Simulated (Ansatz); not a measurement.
## Deforming MgI2

```
CELL_PARAMETERS angstrom
4.15370 0.00000 0.00000
-2.07685 3.59721 0.00000
0.00000 0.00000 6.86200
ATOMIC_POSITIONS crystal
Mg 0.00000 0.00000 0.00000
I 0.33333 0.66667 0.75763
I 0.66667 0.33333 0.24237
```

Atom numbers follow the list: Mg1, I2, I3.

The conventional cell has a = 4.154 Å, b = 4.154 Å, c = 6.862 Å, α = 90.00°, β = 90.00°, γ = 120.00°. Around Mg (atom 1) lie 6 I at 2.92 Å. I (atom 2) has 3 Mg at 2.92 Å as nearest neighbours.

The structure is an experimental refinement, used without relaxation.

Spin–orbit coupling is left out, though it moves levels of the heavy atoms by tenths of an eV or more.

All numbers below come from Ansatz 0.2.0, DFT, PBEsol, all-electron LAPW, scalar-relativistic.

The runs use a Γ-centred 7×7×4 k mesh, Fermi–Dirac smearing of 0.03 eV, basis error target 1 meV/atom, no spin polarisation.

The unchanged cell is at -0.19 GPa.

x, y and z are the Cartesian axes of the cell as listed; fractional coordinates follow a strain, and an engineering shear is twice the off-diagonal strain component.

With this change (equal xy, yz and zx engineering shear strains of -2 %), what becomes of the energy and stress and forces and gap?

Energy change +2 meV/atom; stress change (xx, yy, zz, yz, xz, xy) 0.11, 0.02, 0.06, 0.34, 0.39, 0.38 GPa, compression positive; change of the force on I2 (-0.064, -0.058, -0.011) eV/Å; gap on the k mesh 3.48 → 3.44 eV.

With this change (equal xy, yz and zx engineering shear strains of -1 %), what becomes of the energy and stress and forces and gap?

Energy change under 1 meV/atom; stress change (xx, yy, zz, yz, xz, xy) 0.04, -0.01, 0.02, 0.17, 0.19, 0.18 GPa, compression positive; change of the force on I2 (-0.031, -0.028, -0.003) eV/Å; gap on the k mesh 3.48 → 3.46 eV.

With this change (equal xy, yz and zx engineering shear strains of +1 %), what becomes of the energy and stress and forces and gap?

Energy change under 1 meV/atom; stress change (xx, yy, zz, yz, xz, xy) 0.00, 0.04, 0.02, -0.16, -0.18, -0.18 GPa, compression positive; change of the force on I2 (0.029, 0.027, -0.003) eV/Å; gap on the k mesh 3.48 → 3.45 eV.

With this change (equal xy, yz and zx engineering shear strains of +2 %), what becomes of the energy and stress and forces and gap?

Energy change +2 meV/atom; stress change (xx, yy, zz, yz, xz, xy) 0.02, 0.10, 0.06, -0.32, -0.35, -0.34 GPa, compression positive; change of the force on I2 (0.057, 0.052, -0.010) eV/Å; gap on the k mesh 3.48 → 3.43 eV.
